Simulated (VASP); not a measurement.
# Al (Pm-3m) in VASP: notebook, part 2 of 2

VASP 6.6.1. Earlier steps stand in the parts before.

**3. Single point, BLYP**

This run uses another cell than the first one, of 23.41 Å³/atom, 1.080 times its volume.

File INCAR:

```
PREC     = Accurate       # precision mode
ENCUT    = 520            # plane-wave cutoff, eV
EDIFF    = 1E-7           # SCF threshold, eV
ISMEAR   = -1             # smearing method
SIGMA    = 0.1            # smearing width, eV
LREAL    = False          # projectors in reciprocal space
LASPH    = True           # aspherical terms in the spheres
NELM     = 100            # most SCF steps
ALGO     = Normal         # electronic algorithm
ISIF     = 2              # what is computed and relaxed
LWAVE    = False          # write WAVECAR
LCHARG   = False          # write CHGCAR
GGA      = B5             # functional
ALDAX    = 1.0          
AGGAX    = 1.0          
AGGAC    = 1.0          
ALDAC    = 0.0          
NBANDS   = 8              # bands
```

File KPOINTS:

```
Automatic mesh
0
Gamma
  13 13 13
```

File POSCAR:

```
Al
1.0
    2.8604823551      0.0000000000      0.0000000000
    0.0000000000      2.8604823551      0.0000000000
    0.0000000000      0.0000000000      2.8604823551
Al
1
Direct
    0.0000000000      0.0000000000      0.0000000000
```

Potentials or basis: VASP PAW PBE potentials, release 64 (Al).

Command:

```bash
cat potpaw_PBE.64/Al/POTCAR > POTCAR
mpirun -np 1 vasp_std > vasp.out
```

Run time: 11 s. Hardware: 1 thread of Intel Xeon Platinum 8259CL at 2.50GHz (Skylake/Cascade Lake), shared host; peak memory 0.13 GiB.

It converged, with:

- Free energy: -2.5187 eV
- Pressure: -2.6 GPa
- Band gap on the k mesh: none (metal or under the smearing width)

Levels at points of the mesh, in eV from the Fermi level:
```tsv
k point	band 1	band 2	band 3	band 4	band 5	band 6
(0.00, 0.00, 0.00)	-8.70	7.65	7.65	8.00	8.00	8.00
```

Caveat: the PAW data sets were made with another functional, which shifts forces and pressure a little.

**4. Single point, BLYP**

This run uses another cell than the first one, of 24.27 Å³/atom, 1.120 times its volume.

File INCAR:

```
SYSTEM = Al
  PREC = Accurate
  ENCUT = 520
  EDIFF = 1E-7
  ISMEAR = -1
  SIGMA = 0.1
  LREAL = .FALSE.
  LASPH = .TRUE.
  NELM = 60
  ALGO = Normal
  ISIF = 2
  LWAVE = .FALSE.
  LCHARG = .FALSE.
  GGA = B5
  ALDAX = 1.0
  AGGAX = 1.0
  AGGAC = 1.0
  ALDAC = 0.0
  NBANDS = 8
```

File KPOINTS:

```
regular mesh
0
G
  13 13 13
  0 0 0
```

File POSCAR:

```
Al
1.0
    2.8953697246      0.0000000000      0.0000000000
    0.0000000000      2.8953697246      0.0000000000
    0.0000000000      0.0000000000      2.8953697246
Al
1
Direct
    0.0000000000      0.0000000000      0.0000000000
```

Potentials or basis: VASP PAW PBE potentials, release 64 (Al).

Command:

```bash
cat potpaw_PBE.64/Al/POTCAR > POTCAR
mpirun -np 1 vasp_std > vasp.out
```

OUTCAR:

```text
SYSTEM = Al
   PREC = Accurate
   ENCUT = 520
   EDIFF = 1E-7
   ISMEAR = -1
   LREAL = .FALSE.
   LASPH = .TRUE.
   NELM = 60
   ISIF = 2
   GGA = B5

 ion  position               nearest neighbor table
   1  0.000  0.000  0.000-

  LATTYP: Found a simple cubic cell.
 ALAT       =     2.8953697246

  Lattice vectors:

 A1 = (   2.8953697246,   0.0000000000,   0.0000000000)
 A2 = (   0.0000000000,   2.8953697246,   0.0000000000)
 A3 = (   0.0000000000,   0.0000000000,   2.8953697246)

Analysis of symmetry for initial positions (statically):
=====================================================================
 Subroutine PRICEL returns:
 Original cell was already a primitive cell.

 Routine SETGRP: Setting up the symmetry group for a
 simple cubic supercell.

 Subroutine GETGRP returns: Found 48 space group operations
 (whereof 48 operations were pure point group operations)
 out of a pool of 48 trial point group operations.

The static configuration has the point symmetry O_h .

Analysis of symmetry for dynamics (positions and initial velocities):
[... 160 lines left out ...]
 val. band max:        4.6144977974   @ k =   0.3846   0.3846   0.0000
 cond. band min:       4.6548998723   @ k =   0.4615   0.4615   0.0000
 fundamental gap:      0.0404020749
 Fermi energy:         4.6156574217

 k-point     1 :       0.0000    0.0000    0.0000
  band No.  band energies     occupation
      1      -3.9013      2.00000
      2      12.1833      0.00000
      3      12.1833      0.00000
      4      12.3736      0.00000
      5      12.3736      0.00000
      6      12.3736      0.00000
      7      18.1866      0.00000
      8      25.9474      0.00000
[... 243 lines left out ...]
 k-point    24 :       0.3846    0.3077    0.0000
  band No.  band energies     occupation
      1       0.1313      2.00000
      2       4.2383      1.95509
      3       6.8158      0.00000
      4      11.3418      0.00000
      5      15.6430      0.00000
      6      18.2308      0.00000
      7      19.9799      0.00000
      8      21.8745      0.00000

 [... further k-points ...]

------------------------ aborting loop because EDIFF is reached ----------------------------------------

  FORCE on cell =-STRESS in cart. coord.  units (eV):
  Direction    XX          YY          ZZ          XY          YZ          ZX
  --------------------------------------------------------------------------------------
  -------------------------------------------------------------------------------------
  Total       -0.5319917     -0.5319917     -0.5319917      0.0000000     -0.0000000      0.0000000
  in kB      -35.1158608    -35.1158608    -35.1158608      0.0000000     -0.0000000      0.0000000
  external PRESSURE =     -35.1158608 kB  Pullay stress =       0.0000000 kB

 VOLUME and BASIS-vectors are now :
 -----------------------------------------------------------------------------
  energy-cutoff  :      520.00
  volume of cell :       24.27
      direct lattice vectors                 reciprocal lattice vectors
     2.895369725  0.000000000  0.000000000     0.345379034  0.000000000  0.000000000
     0.000000000  2.895369725  0.000000000     0.000000000  0.345379034  0.000000000
     0.000000000  0.000000000  2.895369725     0.000000000  0.000000000  0.345379034

 POSITION                                       TOTAL-FORCE (eV/Angst)
 -----------------------------------------------------------------------------------
      0.00000      0.00000      0.00000         0.000000      0.000000      0.000000
 -----------------------------------------------------------------------------------
    total drift:                                0.000000     -0.000000      0.000000

  FREE ENERGIE OF THE ION-ELECTRON SYSTEM (eV)
  ---------------------------------------------------
  free  energy   TOTEN  =        -2.5020732022 eV

  energy  without entropy=       -2.4792731702  energy(sigma->0) =       -2.49067319
```

stdout:

```text
POSCAR found type information on POSCAR Al
 POSCAR found :  1 types and       1 ions
 scaLAPACK will be used
 -----------------------------------------------------------------------------
|                                                                             |
|                                                                             |
|     You enforced a specific xc type in the INCAR file but a different       |
|     I HOPE YOU KNOW WHAT YOU ARE DOING!                                     |
|                                                                             |
 -----------------------------------------------------------------------------

 LDA part: xc-table for (Slater(with rela. corr.)+VWN5), standard interpolation
 POSCAR, INCAR and KPOINTS ok, starting setup
 FFT: planning ... GRIDC
 FFT: planning ... GRID_SOFT
 FFT: planning ... GRID
 WAVECAR not read
 entering main loop
```

Wall time 13 s (1 thread of Intel Xeon Platinum 8259CL at 2.50GHz (Skylake/Cascade Lake), shared host); peak memory 0.13 GiB.

Results:

| Property | Result |
| --- | --- |
| Free energy | -2.5021 eV |
| Pressure | -3.5 GPa |
| Band gap on the k mesh | none (metal or under the smearing width) |

Levels at points of the mesh, in eV from the Fermi level:
```
           k point  band 1  band 2  band 3  band 4  band 5
(0.00, 0.00, 0.00)   -8.52    7.57    7.57    7.76    7.76
```

Caveat: the PAW data sets were made with another functional, which shifts forces and pressure a little.

**5. Overview**

| cell | k mesh | gap on the mesh (eV) | pressure (GPa) |
| --- | --- | --- | --- |
| Pm-3m, 21.67 Å³/atom | 18 × 18 × 18 | none | 0.0 |
| Pm-3m, 23.41 Å³/atom | 13 × 13 × 13 | none | -2.6 |
| Pm-3m, 24.27 Å³/atom | 13 × 13 × 13 | none | -3.5 |

Alike in all rows: task single point; level BLYP; potentials or basis VASP PAW PBE potentials, release 64 (Al); no spin polarisation; cutoff (eV) 520; smearing fermi-dirac 0.1 eV.

Every run on the cell as given and a fine mesh finds a metal.

Caveats: the PAW data sets were made with another functional, which shifts forces and pressure a little.

Absolute energies hang on the potentials; compare differences alone.
